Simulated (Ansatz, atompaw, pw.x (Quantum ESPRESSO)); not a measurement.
lead (Pb): one change to the PAW (atompaw) potential, in the atom and in the sc crystal

```
Element                 : lead
Generator               : atompaw 4.2.0.5
Type                    : PAW
Functional              : PBE
Relativity              : scalar-relativistic
Frozen core             : [Xe] 4f14 5d10
Valence charge          : 4
Reference configuration : 6s1.75 6p2.25
Partial waves           : 6s (bound): rc 2.20 bohr; 6s channel at 2.4 Ry: rc 2.70 bohr; 6p (bound): rc 2.70 bohr; 6p channel at 4.6 Ry: rc 2.70 bohr
Local potential         : bessel scheme, radius 2.10 bohr
Core correction         : smooth core density matched at 2.45 bohr
Augmentation charge     : sinc compensation charge, radius 2.40 bohr; PAW radius 2.70 bohr; waves and projectors: custom rrkj gramschmidtortho
```

Change: wave 6p channel at 4.6 Ry: rc 2.70 bohr becomes 6p channel at 0.03 Ry: rc 2.70 bohr.

Cutoffs, loose and tight: the cutoffs (Ry, on a coarse ladder) from which the occupation-weighted sum of valence levels, in a spherical-Bessel basis at the reference potential, stays within 10 and 1 mRy of its value at 400 Ry. They see the waves and projectors alone, not the compensation charge or the core.

Crystal test: sc Pb in pw.x 7.5, no spin, 10³ k-points, Fermi–Dirac smearing 0.01 Ry, cutoffs set for each file from its atomic test. The reference is all-electron LAPW (Ansatz 0.2.0) with the same functional, mesh and smearing; V0 and B0 come from Birch–Murnaghan fits to the pressures at five volumes. Errors are pseudo minus all-electron; Δ is the rms difference of the E(V) curves that follow from these fits, minima aligned, over ±6 % about the mean V0. Mesh and smearing are coarse, so the numbers serve the comparison and aren't converged zero-temperature values; the lattice is a test structure that the element need not adopt.

All-electron: a0 = 3.254 Å (V0 = 34.44 Å³/atom), B0 = 34.9 GPa.

Task: Does the change bring the crystal closer to the all-electron result?

Result: The mean pressure error goes from -10.54 to -10.51 GPa, a small move against the size of the error. Neither pressure curve crosses zero within the volumes sampled, so no fits are given.

```csv
quantity,base,changed
outcome (atom),generated,generated
"cutoff, loose (atom)",6 Ry,6 Ry
"cutoff, tight (atom)",10 Ry,10 Ry
bound ghosts (atom),none,none
cutoffs in pw.x (Ry),40/400,40/400
mean pressure error (GPa),-10.54,-10.51
```

Base: This is a poor potential for the solid. The pseudo pressure rises with volume over the whole range, a mechanical instability. Changed file: This is a poor potential for the solid. The pseudo pressure rises with volume over the whole range, a mechanical instability.
